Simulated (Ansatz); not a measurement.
The cell of Ir is invented: random cell by space group and Wyckoff sites (P4/mmm, No. 123). The dimensions are guesses.

```
Ir
1.0
     2.62729    0.00000    0.00000
     0.00000    2.62729    0.00000
     0.00000    0.00000    4.28762
Ir
1
Direct
  0.00000 0.00000 0.00000
```

All numbers below come from DFT PBE, scalar-relativistic, plane waves, PAW (Ansatz). Cutoff 420 eV, Gaussian smearing, Γ-centred meshes. Cell and atoms relax first on a coarse mesh and then on a finer one. In between, the cell is made exact in the group found at 0.06 Å. In metals the finer mesh still leaves noise of several meV/atom or more. The steps can't lower the symmetry of their start. No spin polarisation in the relaxation; trial moments died out in a coarse test.

A guess keeps its type if space group and coordination stay and the shape of the cell changes little (axis ratios within about 15 %, angles within 6°); the volume may change.

Problem. Does this structure survive the relaxation?

Solution. It doesn't keep its type. The symmetry goes from P4/mmm (No. 123) to Pm-3m (No. 221). The end has the simple cubic type. The volume per atom shrinks by 42.6 %, from 29.6 to 17.0 Å³. The shortest distance goes from 2.63 Å (Ir–Ir) to 2.57 Å (Ir–Ir). Counting neighbours within 15 % of an atom's shortest distance, the start has Ir 4 and the end Ir 6. In detail, at the end Ir is surrounded by 6 Ir at 2.57 Å.

```
CELL_PARAMETERS angstrom
2.57061 0.00000 0.00000
0.00000 2.57061 0.00000
0.00000 0.00000 2.57061
ATOMIC_POSITIONS crystal
Ir 0.00000 0.00000 0.00000
```

The last run used a 22×22×22 mesh for its 1-atom cell and Gaussian smearing of 0.10 eV. These runs have no spin–orbit coupling, which can matter for Ir. Symmetry constrained the relaxation, so the result can be a saddle point.
